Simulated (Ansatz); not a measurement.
## NiO2 in Ansatz: the effect of functional

NiO2:

```
Ni O
1.0
     1.42963    0.82540    7.11108
    -1.42963    0.82540    7.11108
     0.00000   -1.65079    7.11108
Ni O
1 2
Direct
  0.00000 0.00000 0.00000
  0.37879 0.37879 0.37879
  0.62121 0.62121 0.62121
```

The cell comes from a database or a generator and needn't be the stable form of this composition.

The cell isn't the ideal one: volume scaled by 1.06.

Alike in all runs:

- Program: Ansatz 0.2.0
- Task: single point
- Potentials or basis: Ansatz PAW
- k mesh: 11 × 11 × 11
- Occupations: fermi-dirac, width 0.05 eV
- Spin: collinear spin, ferromagnetic start
- Starting moments: [1.0, 0.0, 0.0] μB

One run gave: gap on the mesh 1.67 eV; pressure -10.4 GPa; largest force 1.17 eV/Å. Which functional did it use?
A. LDA
B. r2SCAN
C. PBEsol

B.

| functional | cutoff | gap on the mesh (eV) | pressure (GPa) | largest force (eV/Å) |
| --- | --- | --- | --- | --- |
| LDA | 420 eV (not typed: the program's choice for these potentials) | 1.10 | -13.5 | 1.63 |
| PBEsol | 420 eV (not typed: the program's choice for these potentials) | 1.16 | -9.8 | 1.19 |
| r2SCAN | 500 eV (not typed: the program's choice for these potentials) | 1.67 | -10.4 | 1.17 |

Caveats: odd divisions of the mesh miss points on the zone boundary, where band edges often lie, so the gap on the mesh can be too wide; the PAW data sets come from PBE, with cores solved anew for the run's functional, which leaves a small shift of forces and pressure; forces of over 1 eV/Å show positions far from the minimum, so gaps and moduli don't describe the material at rest; the starting moments weren't kept; the magnetic or orbital state may not be the lowest (some runs).

A k mesh can miss the band edges.
